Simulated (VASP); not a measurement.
A VASP 6.6.1 single-point calculation on NaF

INCAR

```
GGA = CA
NELMIN = 8
ISMEAR = -1
LCHARG = .FALSE.
LREAL = .FALSE.
ISIF = 2
ENCUT = 300
NBANDS = 14
SIGMA = 0.02
NSW = 0
LASPH = .TRUE.
PREC = Accurate
IBRION = -1
EDIFF = 1E-7
NELM = 120
LWAVE = .FALSE.
```

KPOINTS

```
KPOINTS created by Atomic Simulation Environment
0
Monkhorst-Pack
8 8 8
0 0 0
```

POSCAR

```
Na F
 1.0000000000000000
     2.7258000000000000   -0.0403000000000000    0.0075000000000000
    -0.0403000000000000    2.7302000000000000    0.0066000000000000
     0.0075000000000000    0.0066000000000000    2.8165000000000000
 Na  F
   1   1
Cartesian
 -0.0110483200000000  2.7259395400000002  0.1184846500000000
  1.3738555600000000  1.3197230800000002  1.2975779800000000
```

The recommended LDA PAW datasets give the neutral cell 14 valence electrons.

Command

```
mpirun -np 1 vasp_std
```

OSZICAR

```
N       E                     dE             d eps       ncg     rms          rms(c)
DAV:   1     0.688513727083E+02    0.68851E+02   -0.54256E+03  7546   0.924E+02
DAV:   2    -0.739412361019E+01   -0.76245E+02   -0.72934E+02  8284   0.255E+02
DAV:   3    -0.979130153120E+01   -0.23972E+01   -0.23954E+01  8416   0.442E+01
DAV:   4    -0.980246964523E+01   -0.11168E-01   -0.11168E-01  8362   0.317E+00
DAV:   5    -0.980254871029E+01   -0.79065E-04   -0.79065E-04  8512   0.262E-01    0.396E+00
DAV:   6    -0.928088474011E+01    0.52166E+00   -0.88173E-01  8546   0.109E+01    0.220E+00
DAV:   7    -0.920158226625E+01    0.79302E-01   -0.27832E-02  8282   0.363E+00    0.119E+00
DAV:   8    -0.917247147011E+01    0.29111E-01   -0.21989E-02  8100   0.336E+00    0.928E-02
DAV:   9    -0.917266960663E+01   -0.19814E-03   -0.20864E-03  8710   0.422E-01    0.446E-02
DAV:  10    -0.917264352403E+01    0.26083E-04   -0.10774E-04  8200   0.962E-02    0.627E-03
DAV:  11    -0.917264224752E+01    0.12765E-05   -0.75540E-06  8668   0.788E-02    0.176E-03
DAV:  12    -0.917264220943E+01    0.38082E-07   -0.49177E-07  7902   0.947E-03
   1 F= -.91726422E+01 E0= -.91726422E+01  d E =-.345164E-12
```

From OUTCAR

```
k-points           NKPTS =    256   k-points in BZ     NKDIM =    256   number of bands    NBANDS=     14

   NELECT =      14.0000    total number of electrons

   dimension x,y,z NGX =    16 NGY =   16 NGZ =   16
   dimension x,y,z NGXF=    32 NGYF=   32 NGZF=   32

  energy-cutoff  :      300.00
  volume of cell :       20.96
      direct lattice vectors                 reciprocal lattice vectors
     2.725800000 -0.040300000  0.007500000     0.366947613  0.005418842 -0.000989835
    -0.040300000  2.730200000  0.006600000     0.005418842  0.366355630 -0.000872923
     0.007500000  0.006600000  2.816500000    -0.000989835 -0.000872923  0.355055276

 k-points in reciprocal lattice and weights: KPOINTS created by Atomic Simulation Env
   0.06250000  0.06250000  0.06250000       0.004
   0.18750000  0.06250000  0.06250000       0.004
   0.31250000  0.06250000  0.06250000       0.004
   0.43750000  0.06250000  0.06250000       0.004
  -0.43750000  0.06250000  0.06250000       0.004
  -0.31250000  0.06250000  0.06250000       0.004
  -0.18750000  0.06250000  0.06250000       0.004
  -0.06250000  0.06250000  0.06250000       0.004
   ...

 E-fermi :  -0.5152

 k-point     1 :       0.0625    0.0625    0.0625
  band No.  band energies     occupation
      1     -20.9895      2.00000
      2     -20.5323      2.00000
      3     -20.5208      2.00000
      4     -20.1857      2.00000
      5      -1.6590      2.00000
      6      -1.4932      2.00000
      7      -1.3912      2.00000
      8       5.5717      0.00000
      9      14.7427      0.00000
     10      15.0066      0.00000
     11      22.5668      0.00000
     12      23.8908      0.00000
     13      23.9846      0.00000
     14      29.0352      0.00000

 k-point     2 :       0.1875    0.0625    0.0625
  band No.  band energies     occupation
      1     -21.1702      2.00000
      2     -20.5513      2.00000
      3     -20.5162      2.00000
      4     -19.9425      2.00000
      5      -2.2296      2.00000
      6      -1.5530      2.00000
      7      -1.3866      2.00000
      8       6.5166      0.00000
      9      14.4885      0.00000
     10      15.3456      0.00000
     11      22.1986      0.00000
     12      23.7273      0.00000
     13      25.1613      0.00000
     14      26.7444      0.00000

 k-point     3 :       0.3125    0.0625    0.0625
  band No.  band energies     occupation
      1     -21.3760      2.00000
      2     -20.5310      2.00000
      3     -20.5005      2.00000
      4     -19.6997      2.00000
      5      -3.1398      2.00000
      6      -1.4461      2.00000
      7      -1.3017      2.00000
      8       7.9927      0.00000
      9      13.3408      0.00000
     10      16.3882      0.00000
     11      21.7962      0.00000
     12      23.3065      0.00000
     13      24.5685      0.00000
     14      25.8922      0.00000

 k-point     4 :       0.4375    0.0625    0.0625
  band No.  band energies     occupation
      1     -21.5050      2.00000
      2     -20.5098      2.00000
      3     -20.4874      2.00000
      4     -19.5613      2.00000
      5      -3.7287      2.00000
      6      -1.3966      2.00000
      7      -1.2488      2.00000
      8       9.6372      0.00000
      9      11.7158      0.00000
     10      17.7737      0.00000
     11      20.4127      0.00000
     12      22.8227      0.00000
     13      24.1601      0.00000
     14      25.0464      0.00000

 ...

  Total       -7.5888708     -7.6183617     -8.3243378      0.0575165      0.0502119      0.0092310
  in kB     -580.2164694   -582.4712281   -636.4475048      4.3974960      3.8390115      0.7057668
  external PRESSURE =    -599.7117341 kB  Pullay stress =       0.0000000 kB

 POSITION                                       TOTAL-FORCE (eV/Angst)
 -----------------------------------------------------------------------------------
     -0.01105      2.72594      0.11848         0.004003     -0.035338     -0.299196
      1.37386      1.31972      1.29758        -0.004003      0.035338      0.299196
 -----------------------------------------------------------------------------------
    total drift:                               -0.002132      0.002617      0.000831

  FREE ENERGIE OF THE ION-ELECTRON SYSTEM (eV)
  ---------------------------------------------------
  free  energy   TOTEN  =        -9.1726422094 eV

  energy  without entropy=       -9.1726422094  energy(sigma->0) =       -9.17264221
```

It converged. Results: gap between bands v and c on the k mesh 6.56 eV; least direct gap on the k mesh 6.96 eV; pressure -60.0 GPa; largest force 0.30 eV/Å. Band v is the last that the valence electrons fill when counted band by band, and c is the next.

These settings aren't sound, so the numbers aren't properties of the crystal. The shifted mesh misses Γ, so a band edge there is missed.

On sound settings LDA gives a gap of 5.98 eV on its mesh and a pressure of 0.6 GPa for the intended cell.

The run took about 10 s on one core of a shared host (Intel Xeon Platinum 8488C) and held 0.13 GiB at most.
